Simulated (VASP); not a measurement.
A run of VASP 6.6.1:

The input POSCAR:

```
I
1.0
    5.0344120681      0.0000000000      0.0000000000
   -2.5172060341      4.3599287441      0.0000000000
    0.0000000000      0.0000000000      8.3067799124
I
4
Direct
    0.3333333333      0.6666666667      0.4375000000
    0.6666666667      0.3333333333      0.9375000000
    0.6666666667      0.3333333333      0.5625000000
    0.3333333333      0.6666666667      0.0625000000
```

Contents of INCAR.step1:

```
SYSTEM = I
PREC = Accurate
ENCUT = 520
ISMEAR = 0
SIGMA = 0.1
LREAL = .FALSE.
LASPH = .TRUE.
NELM = 100
NBANDS = 22
GGA = PE
ALGO = Normal
EDIFF = 1E-4
LWAVE = .TRUE.
LCHARG = .FALSE.
```

The input INCAR.step2:

```
SYSTEM = I
PREC = Accurate
ENCUT = 520
EDIFF = 1E-6
ISMEAR = 0
SIGMA = 0.1
LREAL = .FALSE.
LASPH = .TRUE.
NELM = 100
ALGO = Normal
ISIF = 2
LWAVE = .FALSE.
LCHARG = .TRUE.
METAGGA = R2SCAN
LMIXTAU = .TRUE.
LELF = .TRUE.
LVHAR = .TRUE.
NBANDS = 22
ISTART = 1
```

The input KPOINTS:

```
regular mesh
0
G
  6 6 2
  0 0 0
```

Potentials or basis: VASP PAW PBE potentials, release 64 (I).

Run with:

```bash
$ cat potpaw_PBE.64/I/POTCAR > POTCAR
$ cp INCAR.step1 INCAR
$ mpirun -np 1 vasp_std > vasp.out
$ cp INCAR.step2 INCAR
$ mpirun -np 1 vasp_std > vasp.out
```

Hardware: 1 thread of Intel(R) Xeon(R) Platinum 8488C (Sapphire Rapids), with other jobs on the host.

Q: Estimate the wall time of this run.

A: It took 2.2 min on 1 thread of Intel(R) Xeon(R) Platinum 8488C (Sapphire Rapids), on a shared host, peak memory 0.35 GiB. Counts: scf iterations 9, k points 14.
